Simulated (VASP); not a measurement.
VASP 6.6.1 run: LiH

INCAR

```
ISPIN = 2
ISMEAR = -4
LCHARG = .FALSE.
ISIF = 2
GGA = PE
EDIFF = 1E-7
LWAVE = .FALSE.
PREC = Accurate
SIGMA = 0.01
NSW = 0
LREAL = .FALSE.
NBANDS = 9
ENCUT = 520
MAGMOM = 0.5 0.5
NELM = 120
IBRION = -1
LASPH = .TRUE.
```

KPOINTS

```
KPOINTS created by Atomic Simulation Environment
0
Gamma
10 10 10
0 0 0
```

POSCAR

```
Li H
 1.0000000000000000
     0.0000000000000000    2.0029948411000000    2.0029948411000000
     2.0029948411000000    0.0000000000000000    2.0029948411000000
     2.0029948411000000    2.0029948411000000    0.0000000000000000
 Li  H
   1   1
Cartesian
  0.0000000000000000  0.0000000000000000  0.0000000000000000
  2.0029948411000000  2.0029948411000000  2.0029948411000000
```

The recommended PBE PAW datasets give the neutral cell 4 valence electrons.

Command

```
mpirun -np 1 vasp_std
```

OSZICAR

```
N       E                     dE             d eps       ncg     rms          rms(c)
DAV:   1    -0.695850763095E+00   -0.69585E+00   -0.11881E+03  1708   0.348E+02
DAV:   2    -0.581358462257E+01   -0.51177E+01   -0.50876E+01  2401   0.580E+01
DAV:   3    -0.587379551020E+01   -0.60211E-01   -0.60194E-01  2058   0.544E+00
DAV:   4    -0.587404564997E+01   -0.25014E-03   -0.25011E-03  2339   0.302E-01
DAV:   5    -0.587404728244E+01   -0.16325E-05   -0.16325E-05  2072   0.167E-02    0.598E+00
DAV:   6    -0.610859084735E+01   -0.23454E+00   -0.36214E-01  1944   0.237E+00    0.282E+00
DAV:   7    -0.610381076655E+01    0.47801E-02   -0.11998E-01  1954   0.169E+00    0.167E+00
DAV:   8    -0.612523019231E+01   -0.21419E-01   -0.57637E-02  2014   0.115E+00    0.220E-01
DAV:   9    -0.612633813708E+01   -0.11079E-02   -0.25689E-03  1878   0.385E-01    0.132E-01
DAV:  10    -0.612696939599E+01   -0.63126E-03   -0.65616E-04  1947   0.174E-01    0.389E-02
DAV:  11    -0.612707144335E+01   -0.10205E-03   -0.26928E-04  1903   0.964E-02    0.150E-02
DAV:  12    -0.612708417270E+01   -0.12729E-04   -0.12746E-05  2039   0.251E-02    0.336E-03
DAV:  13    -0.612708400274E+01    0.16996E-06   -0.27007E-06  2049   0.770E-03    0.128E-03
DAV:  14    -0.612708367014E+01    0.33260E-06   -0.29985E-07  1993   0.325E-03    0.109E-03
DAV:  15    -0.612708354812E+01    0.12202E-06   -0.19831E-07  1875   0.186E-03    0.181E-04
DAV:  16    -0.612708353672E+01    0.11400E-07   -0.27717E-09   978   0.393E-04
   1 F= -.61270835E+01 E0= -.61270835E+01  d E =0.000000E+00  mag=     0.0000
```

It converged. Results: pressure -0.2 GPa; magnetic moment of the cell 0.00 μB.

For comparison, a separate PBE run of the intended cell, on usual settings and not on those above, gives a gap of 2.98 eV on its mesh and a pressure of -0.2 GPa.

The run above took about 12 s on one core of a shared host (Intel Xeon Platinum 8488C) and held 0.14 GiB at most.
